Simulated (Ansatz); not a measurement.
## Zn under changes of volume

One of the cells (15.169 Å³/atom); the others are scaled copies at fixed shape and fractional positions:

```xyz
1
Lattice="0.0000 1.9648 1.9648 1.9648 0.0000 1.9648 1.9648 1.9648 0.0000" Properties=species:S:1:pos:R:3 pbc="T T T"
Zn    0.0000    0.0000    0.0000
```

This isn't the form of Zn at room conditions, which is hcp.

```yaml
Program: Ansatz 0.2.0
Functional: LDA
Potentials_or_basis: all-electron LAPW, scalar-relativistic
Cutoff: 240 eV (chosen from the basis error)
Basis_error_allowed: 0.001 eV/atom
k_mesh: 12 × 12 × 12
Occupations: fermi-dirac, width 0.05 eV
Spin: no spin polarisation
```

```tsv
volume (Å³/atom)	energy over the lowest point (meV/atom)	pressure (GPa)
14.259	0.00	-4.8
14.563	10.51	-6.2
14.866	?	?
15.169	38.74	-8.5
15.473	55.86	-9.4
15.776	74.60	-10.2
16.080	94.69	-10.9
```

Q: What does the run at 14.866 Å³/atom give?

A: Energy over the lowest point 23.53 meV/atom; pressure -7.4 GPa.

Worked out: A Birch-Murnaghan fit of order 3 (a polynomial in V^(-2/3)) to the other rows has no minimum within the range. It gives 23.53 meV/atom at 14.866 Å³/atom, against the run's 23.53, and -dE/dV = -7.5 GPa, against -7.4.

Energies are extrapolated to zero smearing.
